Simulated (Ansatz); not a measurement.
# Mn (P6_3/mmc) in Ansatz: notebook

Aim: see how the results for Mn move with the level of theory and the settings. Levels: RPBE, PBEsol, PBE, LDA. Tasks: band structure.

Everything below comes from runs of Ansatz 0.2.0. Logs are shortened: lines on timing, memory, paths and dates and some standing lists are left out, and cuts for length are marked.

## 1. The crystal as given

It takes space group P6_3/mmc (No. 194, hexagonal). Conventional cell: a = 2.484 Å, b = 2.484 Å, c = 4.026 Å, α = 90.00°, β = 90.00°, γ = 120.00°. Around Mn (site symmetry -6m2) lie 12 Mn at 2.47 to 2.48 Å.

This isn't the form of Mn at room conditions, which is a 58-atom cubic cell.

## 2. Band structure, RPBE, collinear spin, ferromagnetic start

input.yaml

```yaml
crystal:
  lattice:
    - [2.4836457705, 0.0, 0.0]
    - [-1.2418228853, 2.1509003313, 0.0]
    - [0.0, 0.0, 4.026195]
  atoms:
    - { symbol: Mn, position: [0.3333333333, 0.6666666667, 0.25], spin: 4.0 }
    - { symbol: Mn, position: [0.6666666667, 0.3333333333, 0.75], spin: 4.0 }
hamiltonian:
  xc: rpbe
  pseudopotentials: { kind: paw }
magnetization:
  spin_polarized: true
kpoints:
  mp_grid: { grid: [12, 12, 7] }
  band_path:
    path:
      - [[0.0, 0.0, 0.0], [0.5, 0.0, 0.0], [0.3333333333, 0.3333333333, 0.0], [0.0, 0.0, 0.0], [0.0, 0.0, 0.5], [0.5, 0.0, 0.5], [0.3333333333, 0.3333333333, 0.5], [0.0, 0.0, 0.5]]
      - [[0.5, 0.0, 0.5], [0.5, 0.0, 0.0]]
      - [[0.3333333333, 0.3333333333, 0.0], [0.3333333333, 0.3333333333, 0.5]]
    npoints: 14
scf:
  occupations: { method: fermi_dirac, width: 0.05 }
  n_extra_bands: 6
output:
  forces: true
  stress: true
  eigenvalues: true
  fatbands: false
```

Potentials or basis: Ansatz PAW.

On the command line:

```sh
$ ansatz run input.yaml --threads 2 --pin off --max-ram 5632MiB --backend cpu --events-out ev --progress --plain --runs-dir out
```

What it wrote:

```text
Warning: the band count 21 (scf.n_extra_bands) hosts the net moment |M| = 8.0000 μB (N_el = 30) but caps the reachable moment at 2·n_bands − N_el = 12.0000 μB, below the 23 bands that the automatic rule leaves for it — a moment growing past the seed, or the majority channel's smearing tail, pins there with fewer empty majority states than that count leaves; raise or omit scf.n_extra_bands unless the cap is intended
Warning: RAYON_NUM_THREADS=2 ignored (pool sized by the plan → 2); use --threads N
scf.n_extra_bands = 6 over 15 filled bands (N_el = 30.0): the run solves 21 bands
Engine: ansatz 0.2.0, x86_64-unknown-linux-gnu
Pseudopotentials: kind: paw
Pseudopotential: Mn, paw, valence charge 15, recommended cutoff 420 eV (normal), Mn.paw.azcp
Functional definition: RPBE
  parameter kappa = 0.804
  parameter beta = 0.06672455060314922
  exchange = rpbe_x(kappa = kappa, mu = beta*pi^2/3)
  correlation = pbe_c(beta = beta)
Crystal: 2 atoms, lattice volume = 21.508 Å³
Basis set: ecut = 420 eV, 391 PW (Γ), exchange–correlation on 36×36×54 points (8 copies of the dense FFT grid, shifted against one another)
Bands: 21, of which v1, the nominal top of the filled ones, is band 15 counted from 1 (14 counted from 0)
Symmetry: 24 space group operations
Space group: P63/mmc (ITA 194), of the structure as read, at distance tolerance 2.8e-5 Å
Magnetic group: BNS 194.263 (UNI 1493), of the structure as read, at distance tolerance 2.8e-5 Å
k-points: 76 of 1008
Non-local potential: Mn, projectors of the file, l = 0: 3, l = 1: 2, l = 2: 3, l = 3: 1
PAW form: soft (Blöchl's): semilocal exchange-correlation on the pseudo side does not see the compensation charge
PAW frozen core: Mn, regenerated for the run's functional, and the local potential with it (the file was generated under x = pbe(κ = 0.804, μ = 0.2195149727645171), c = pbe(β = 0.06672455060314922))
PAW one-centre angular grid: Mn, 590 points (default); XC on 64 Gauss nodes
Initial density: superposition of atomic densities (chi_scale 0.1, normalization cell)
Starting moments: Σ|m| = 8 μB on 2 of 2 sites
Initial wavefunctions: pseudopotential atomic-orbital guess
Functional: x = rpbe, c = pbe(β = 0.06672455060314922)
SCF iter   1: F=—  HF=-7811.173036 eV  |F-HF|=—  |Δ(HF+E_count)|=         —  Δρ=4.38e-1 (↑4.38e-1 ↓2.81e-1)  dr2=4.99e0  dr2_m=2.51e1  M=1.114 μB ∫|m|=1.196 μB  β_m=0.30  ethr=3.10e-3  ⟨swp⟩=3.3  Hψ=11240  notcnv=0
Mixer restart at iter 1: flushing history
preconditioner: auto → none  [metal: Δε(μ)=0.009 eV  Ē_g=6.666 eV  σ=0.050 eV  W_gap=0.04  n_scr=2 (ndim 8)  ℏωp=30.0 eV  f_vac=0.000  D(μ)=2.43/eV (n_scr^D=34)  sad-step TF]
SCF iter   2: F=—  HF=-7807.012664 eV  |F-HF|=—  |Δ(HF+E_count)|=    4.16e0  Δρ=2.74e-1 (↑2.74e-1 ↓2.18e-1)  dr2=8.23e-1  dr2_m=1.18e1  M=1.246 μB ∫|m|=1.280 μB  β_m=0.59  ethr=3.10e-3  ⟨swp⟩=3.4  Hψ=7070  notcnv=0  defer=102
SCF iter   3: F=—  HF=-7807.472820 eV  |F-HF|=—  |Δ(HF+E_count)|=   4.60e-1  Δρ=1.35e-1 (↑1.35e-1 ↓3.66e-2)  dr2=1.87e0  dr2_m=1.27e0  M=0.403 μB ∫|m|=0.432 μB  β_m=0.52  ethr=2.74e-3  ⟨swp⟩=3.2  Hψ=6396  notcnv=0  defer=100
SCF iter   4: F=—  HF=-7806.730780 eV  |F-HF|=—  |Δ(HF+E_count)|=   7.42e-1  Δρ=3.21e-2 (↑1.49e-2 ↓3.21e-2)  dr2=4.39e-2  dr2_m=1.06e-1  M=0.214 μB ∫|m|=0.239 μB  β_m=0.76  ethr=2.74e-3  ⟨swp⟩=3.4  Hψ=7145  notcnv=0  defer=115
SCF iter   5: F=—  HF=-7806.764785 eV  |F-HF|=—  |Δ(HF+E_count)|=   3.40e-2  Δρ=8.73e-3 (↑3.90e-3 ↓8.73e-3)  dr2=2.04e-2  dr2_m=1.82e-3  M=0.033 μB ∫|m|=0.053 μB  β_m=0.88  ethr=1.46e-4  ⟨swp⟩=2.8  Hψ=5993  notcnv=0  defer=88
SCF iter   6: F=—  HF=-7806.758642 eV  |F-HF|=—  |Δ(HF+E_count)|=   6.14e-3  Δρ=2.37e-3 (↑7.02e-4 ↓2.37e-3)  dr2=9.47e-4  dr2_m=2.91e-4  M=-0.009 μB ∫|m|=0.009 μB  β_m=0.84  ethr=6.81e-5  ⟨swp⟩=2.5  Hψ=5378  notcnv=0  defer=88
SCF iter   7: F=—  HF=-7806.758799 eV  |F-HF|=—  |Δ(HF+E_count)|=   1.56e-4  Δρ=5.31e-4 (↑3.98e-4 ↓5.31e-4)  dr2=1.02e-4  dr2_m=9.00e-6  M=-0.001 μB ∫|m|=0.002 μB  β_m=0.92  ethr=3.16e-6  ⟨swp⟩=2.1  Hψ=4501  notcnv=0  defer=88
SCF iter   8: F=—  HF=-7806.758807 eV  |F-HF|=—  |Δ(HF+E_count)|=   8.07e-6  Δρ=9.16e-5 (↑5.50e-5 ↓9.16e-5)  dr2=3.59e-7  dr2_m=9.48e-7  M=0.000 μB ∫|m|=0.001 μB  β_m=0.88  ethr=3.39e-7  ⟨swp⟩=2.4  Hψ=4803  notcnv=0  defer=88
SCF iter   9: F=—  HF=-7806.758803 eV  |F-HF|=—  |Δ(HF+E_count)|=   3.66e-6  Δρ=2.32e-5 (↑1.77e-5 ↓2.32e-5)  dr2=1.78e-8  dr2_m=7.15e-8  M=0.000 μB ∫|m|=0.000 μB  β_m=0.81  ethr=1.20e-9  ⟨swp⟩=2.2  Hψ=5403  notcnv=0  defer=88
SCF iter  10: F=—  HF=-7806.758803 eV  |F-HF|=—  |Δ(HF+E_count)|=  4.34e-10  Δρ=2.54e-6 (↑2.40e-6 ↓2.54e-6)  dr2=1.14e-9  dr2_m=5.57e-10  M=0.000 μB ∫|m|=0.000 μB  β_m=0.90  ethr=5.93e-11  ⟨swp⟩=2.2  Hψ=5269  notcnv=0  defer=88
SCF iter  11: F=—  HF=-7806.758803 eV  |F-HF|=—  |Δ(HF+E_count)|=   1.35e-9  Δρ=6.49e-7 (↑4.48e-7 ↓6.49e-7)  dr2=4.39e-11  dr2_m=2.80e-11  M=0.000 μB ∫|m|=0.000 μB  β_m=0.95  ethr=3.80e-12  ⟨swp⟩=2.4  Hψ=4878  notcnv=0  defer=88
SCF iter  12: F=-7806.758803 eV  HF=-7806.758803 eV  |F-HF|=0.00e0  |Δ(HF+E_count)|=  1.01e-10  Δρ=5.77e-8 (↑1.78e-8 ↓5.77e-8)  dr2=4.25e-13  dr2_m=2.00e-13  M=-0.000 μB ∫|m|=0.000 μB  ethr=1.00e-12  ⟨swp⟩=3.8  Hψ=8804  notcnv=0
SCF 1 converged in 12 iterations: F = -7806.758803 eV  dr2 = 4.25e-13
Symmetry: 12 space group operations
k-points: 76 of 1008 (time reversal used)
Initial density: read from a saved state, or passed on in memory by an earlier SCF of this step, an earlier step, the calling program or the single point that the run made first
Starting moments: Σ|m| = 8 μB on 2 of 2 sites; this step starts from the density that it was given
iter 1 solved again at ethr=5.94e-12 eV; its pass at ethr=3.33e-6 eV (dr2=1.78e-9 eV) is discarded
SCF iter   1: F=—  HF=-7806.758803 eV  |F-HF|=—  |Δ(HF+E_count)|=         —  Δρ=5.59e-8 (↑1.81e-8 ↓5.59e-8)  dr2=3.76e-13  dr2_m=1.99e-13  M=-0.000 μB ∫|m|=0.000 μB  ethr=5.94e-12  ⟨swp⟩=1.5  Hψ=30264  notcnv=0
preconditioner: auto → none  [metal: Δε(μ)=0.012 eV  Ē_g=6.007 eV  σ=0.050 eV  W_gap=0.06  n_scr=2 (ndim 8)  ℏωp=30.0 eV  f_vac=0.000  D(μ)=2.59/eV (n_scr^D=34)]
SCF iter   2: F=—  HF=-7806.759221 eV  |F-HF|=—  |Δ(HF+E_count)|=   4.18e-4  Δρ=6.63e-4 (↑6.63e-4 ↓6.52e-4)  dr2=1.33e-6  dr2_m=8.48e-5  M=0.000 μB ∫|m|=0.282 μB  ethr=3.33e-6  ⟨swp⟩=1.0  Hψ=13591  notcnv=0
SCF iter   3: F=—  HF=-7806.761870 eV  |F-HF|=—  |Δ(HF+E_count)|=   2.65e-3  Δρ=1.36e-4 (↑1.36e-4 ↓1.36e-4)  dr2=4.11e-6  dr2_m=1.46e-6  M=-0.000 μB ∫|m|=1.092 μB  ethr=5.01e-7  ⟨swp⟩=1.9  Hψ=10122  notcnv=0
SCF iter   4: F=—  HF=-7806.761873 eV  |F-HF|=—  |Δ(HF+E_count)|=   3.01e-6  Δρ=1.00e-5 (↑1.00e-5 ↓1.00e-5)  dr2=2.16e-8  dr2_m=2.05e-9  M=-0.000 μB ∫|m|=1.074 μB  ethr=3.33e-10  ⟨swp⟩=2.5  Hψ=9493  notcnv=0
SCF iter   5: F=-7806.761873 eV  HF=-7806.761873 eV  |F-HF|=7.53e-10  |Δ(HF+E_count)|=   1.19e-8  Δρ=1.46e-6 (↑1.46e-6 ↓1.41e-6)  dr2=6.48e-10  dr2_m=1.04e-10  M=-0.000 μB ∫|m|=1.074 μB  ethr=2.80e-10  ⟨swp⟩=1.0  Hψ=7000  notcnv=0
SCF iter   6: F=-7806.761873 eV  HF=-7806.761873 eV  |F-HF|=7.99e-10  |Δ(HF+E_count)|=  1.73e-11  Δρ=1.50e-6 (↑1.50e-6 ↓1.46e-6)  dr2=6.98e-10  dr2_m=1.10e-10  M=-0.000 μB ∫|m|=1.074 μB  ethr=2.16e-12  ⟨swp⟩=1.8  Hψ=9724  notcnv=0
SCF 2 converged in 6 iterations: F = -7806.761873 eV  dr2 = 6.98e-10
Initial wavefunctions: those read from a saved state, or passed on in memory by an earlier step or the calling program
iter 1 solved again at ethr=2.32e-12 eV; its pass at ethr=3.10e-3 eV (dr2=6.97e-10 eV) is discarded
SCF iter   1: F=—  HF=-7806.761873 eV  |F-HF|=—  |Δ(HF+E_count)|=         —  Δρ=1.50e-6 (↑1.50e-6 ↓1.46e-6)  dr2=7.03e-10  dr2_m=1.10e-10  M=-0.000 μB ∫|m|=1.074 μB  β_m=0.30  ethr=2.32e-12  ⟨swp⟩=2.9  Hψ=14896  notcnv=0
preconditioner: auto → none  [metal: Δε(μ)=0.003 eV  Ē_g=6.042 eV  σ=0.050 eV  W_gap=0.01  n_scr=2 (ndim 8)  ℏωp=30.0 eV  f_vac=0.000  D(μ)=2.51/eV (n_scr^D=34)]
SCF iter   2: F=-7806.761873 eV  HF=-7806.761873 eV  |F-HF|=8.73e-11  |Δ(HF+E_count)|=  2.18e-10  Δρ=8.55e-7 (↑4.12e-7 ↓8.55e-7)  dr2=1.36e-10  dr2_m=5.63e-11  M=0.000 μB ∫|m|=1.074 μB  ethr=2.32e-12  ⟨swp⟩=3.5  Hψ=7632  notcnv=0
SCF 3 converged in 2 iterations: F = -7806.761873 eV  dr2 = 1.36e-10
WARN: the starting moments were not kept: 1 of 2 ended reversed and 1 kept their direction, counting a site from 0.1 of the cell's largest site moment. The largest reversed, site 1 (counted from 0, in the order of the report's site_moments_mub), started with +4.0 μB and closes at -5.1e-1 μB in its sphere. The net magnetisation is 2.7e-7 μB in size, at most 0.1 of the 8 μB that the starting moments add up to as vectors. The SCF closed on another magnetic arrangement than the starting moments describe; that does not show which of the two is lower. This SCF took its magnetisation from a saved state (the deck's checkpoint.read, a session's seed or a resume), or from the single point or search that the run made first, and not from the starting moments. Where the run's atoms have moved since that state, how it is taken is a key of its own (checkpoint.density_extrapolation: follow_atoms, where typed, takes the whole of its magnetisation to them with its atoms, but for some exceptions; the density_extrapolation keyword of a session's seed is the same key). To be rid of a resumed run's state, run its deck in a fresh run directory. To be rid of the state of a single point that the run made first, give starting moments in the input or, where a deck that gives them still makes one, type scf.lower_state_search: off. To try another start, run it without that state.
NSCF: frozen V_eff on 129 k-points
SCF converged after 2 iterations
Stability not told: the lowest value that the SCF's own minimisation read on its close, 7.5e-2 (residual 3.1e-7), is positive but too near zero to vouch for directions that it does not look along: no lower mode is shown, and none is ruled out
Magnetization: 0.0000 μB (15.0000 up, 15.0000 down)
Absolute magnetization: 1.0735 μB (∫|ρ↑−ρ↓|, with the PAW one-centre terms)
Spin contamination: 0.1981 ħ² per cell (⟨S²⟩ above its minimum at these occupations)
Per-site moments (μB) at R_I (Å): [(0.5140666470948633, 1.0195283593829112), (-0.5140663143254139, 1.0195283593829112)]
Free energy (F): -7806.761873 eV
Harris-Foulkes:  -7806.761873 eV  (|F-HF|=8.73e-11)
Internal energy: -7806.741043 eV  (E = F + TS)
E sigma→0 (E₀):  -7806.751458 eV
Entropy (-TS):   -0.020829 eV (-10.415 meV/atom)
Fermi energy:    20.294696 eV
--- Per-component energies (eV) ---
  E_band       = -312.590010
  E_kinetic    = 616.920599
  E_local      = -3124.253540  (includes V_loc(G=0)·N_el)
  E_nonlocal   = 471.166883
  E_hartree    = 1302.602174
  E_xc         = -231.821533
  E_vxc        = -296.765786  (∫ρ·V_xc dr)
  E_paw        = -2601.959785  (= ΣΔE_a)
  E_vpaw       = -584.862171  (= ΣTr[D̂ρ^β])
  E_aug_tail   = -0.000017  (compensation charges beyond the density's cutoff)
  E_ewald      = -4239.296449
  E_core_change = -0.099375  (= ΣΔE_core)
  E_smearing   = -0.020829  (= −TS)
  E_closure    = -0.000000  (closes the sum)
  Σ components = -7806.761873   (vs F -7806.761873, Δ=0.00e0)
--- Forces (eV/Å), atoms counted from 1 ---
  atom   1  Mn     0.00000000     0.00000000     0.00000000
  atom   2  Mn    -0.00000000     0.00000000    -0.00000000
  max |Σ_I F_I| component: 2.31e-18 eV/Å
--- Stress (GPa, compression-positive) ---
        5.777544      -0.000000       0.000000
       -0.000000       5.777544      -0.000000
        0.000000      -0.000000       6.275673
  P = ⅓ Tr σ = 5.9436 GPa (59.436 kbar)
--- Band table (eV; the first three rows and the last of 152) ---
  k-point 0 ↑: bands = ["-59.2041", "-58.6107", "-28.0890", "-27.5290", "-27.5290", "-27.0656", "-27.0035", "-27.0035", "12.0542", "15.8535", "19.2923", "19.2923", "19.3475", "19.9103", "19.9103", "20.3119", "20.3119", "20.9438", "22.0203", "22.0203", "29.5392"]
  k-point 1 ↑: bands = ["-59.2021", "-58.6128", "-28.0617", "-27.5281", "-27.5281", "-27.0952", "-27.0044", "-27.0044", "12.2722", "15.8147", "19.2362", "19.2362", "19.2593", "19.7963", "19.7963", "20.3800", "20.5055", "20.5055", "22.0125", "22.0125", "30.4743"]
  k-point 2 ↑: bands = ["-59.1977", "-58.6176", "-27.9932", "-27.5259", "-27.5259", "-27.1687", "-27.0067", "-27.0067", "12.8990", "15.5693", "19.0026", "19.1614", "19.1614", "19.4061", "19.5905", "19.5905", "20.8776", "20.8776", "21.9561", "21.9561", "32.6891"]
  k-point 75 ↓: bands = ["-59.0820", "-58.5084", "-27.9729", "-27.9148", "-27.9130", "-27.4036", "-27.3134", "-27.0911", "17.4045", "17.4287", "17.6365", "17.6404", "18.5482", "18.8510", "20.2360", "20.5514", "21.9554", "22.0586", "27.9362", "28.1001", "29.0942"]
```

It took 46 s on 2 threads of Intel Xeon at 2.50GHz (Skylake/Cascade Lake), shared host; peak memory 0.53 GiB.

What came out:

```
Free energy            : -7806.7619 eV
Pressure               : 5.9 GPa
Band gap on the k mesh : none (metal or under the smearing width)
Net moment             : 0.00 μB per cell
Absolute moment        : 1.07 μB per cell
Site moments           : Mn +0.51, -0.51 μB
```

Levels at the corners of the path, in eV from the Fermi level:
Spin up:
| point | band 12 | band 13 | band 14 | band 15 | band 16 | band 17 | band 18 | band 19 |
| --- | --- | --- | --- | --- | --- | --- | --- | --- |
| Γ | -1.00 | -0.95 | -0.38 | -0.38 | 0.02 | 0.02 | 0.65 | 1.73 |
| M | -1.38 | -1.16 | -0.90 | -0.39 | 1.71 | 2.04 | 2.21 | 3.59 |
| K | -2.68 | -1.64 | -1.09 | -0.06 | 1.43 | 1.54 | 1.68 | 6.47 |
| Γ | -1.00 | -0.95 | -0.38 | -0.38 | 0.02 | 0.02 | 0.65 | 1.73 |
| A | -1.37 | -1.14 | -1.14 | -0.91 | -0.91 | 0.98 | 0.98 | 1.50 |
| L | -2.57 | -0.10 | 0.55 | 0.76 | 0.95 | 1.76 | 2.20 | 3.15 |
| H | -2.64 | -1.75 | -1.46 | 0.03 | 0.10 | 1.67 | 1.77 | 7.65 |
| A | -1.37 | -1.14 | -1.14 | -0.91 | -0.91 | 0.98 | 0.98 | 1.50 |
| L | -2.57 | -0.10 | 0.55 | 0.76 | 0.95 | 1.76 | 2.20 | 3.15 |
| M | -1.38 | -1.16 | -0.90 | -0.39 | 1.71 | 2.04 | 2.21 | 3.59 |
| K | -2.68 | -1.64 | -1.09 | -0.06 | 1.43 | 1.54 | 1.68 | 6.47 |
| H | -2.64 | -1.75 | -1.46 | 0.03 | 0.10 | 1.67 | 1.77 | 7.65 |
Spin down:
```
point  band 11  band 12  band 13  band 14  band 15  band 16  band 17  band 18  band 19  band 20
    Γ    -1.00    -1.00    -0.95    -0.38    -0.38     0.02     0.02     0.65     1.73     1.73
    M    -3.70    -1.38    -1.16    -0.90    -0.39     1.71     2.04     2.21     3.59     5.68
    K    -2.86    -2.68    -1.64    -1.09    -0.06     1.43     1.54     1.68     6.47     7.56
    Γ    -1.00    -1.00    -0.95    -0.38    -0.38     0.02     0.02     0.65     1.73     1.73
    A    -1.70    -1.37    -1.14    -1.14    -0.91    -0.91     0.98     0.98     1.50     1.50
    L    -2.69    -2.57    -0.10     0.55     0.76     0.95     1.76     2.20     3.15     3.18
    H    -2.69    -2.64    -1.75    -1.46     0.03     0.10     1.67     1.77     7.65     7.82
    A    -1.70    -1.37    -1.14    -1.14    -0.91    -0.91     0.98     0.98     1.50     1.50
    L    -2.69    -2.57    -0.10     0.55     0.76     0.95     1.76     2.20     3.15     3.18
    M    -3.70    -1.38    -1.16    -0.90    -0.39     1.71     2.04     2.21     3.59     5.68
    K    -2.86    -2.68    -1.64    -1.09    -0.06     1.43     1.54     1.68     6.47     7.56
    H    -2.69    -2.64    -1.75    -1.46     0.03     0.10     1.67     1.77     7.65     7.82
```

Caveat: the moment fell far below its start of 4 μB, so a state of higher moment may lie lower in energy; the PAW data sets come from PBE, with cores solved anew for the run's functional, which leaves a small shift of forces and pressure; the starting moments weren't kept.

(Part 1 of 3 ends here.)
